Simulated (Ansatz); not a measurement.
YN:

```
Y N
1.0
     0.00000    2.43850    2.43850
     2.43850    0.00000    2.43850
     2.43850    2.43850    0.00000
Y N
1 1
Direct
  0.00000 0.00000 0.00000
  0.50000 0.50000 0.50000
```

Base run:

* Program: Ansatz 0.2.0
* Functional: PBE0
* Potentials or basis: all-electron PAW datasets made for the crystal
* Cutoff: 310 eV (chosen from the basis error)
* k mesh: 6 × 6 × 6
* Occupations: fermi-dirac, width 0.05 eV
* Spin: no spin polarisation

Its results: band gap on the k mesh 1.73 eV, indirect (least direct gap 2.20 eV); pressure 0.7 GPa.

**Question.** The run is repeated on the same cell with these changes: functional from PBE0 to PBE; cutoff from 310 eV (chosen from the basis error) to 280 eV (chosen from the basis error). What comes out?

**Answer.** Band gap on the k mesh 0.17 eV, indirect (least direct gap 0.55 eV); pressure 3.1 GPa.

PBE0 gives the wider gap, since exact exchange removes part of the self-interaction.

A k mesh can miss the band edges.
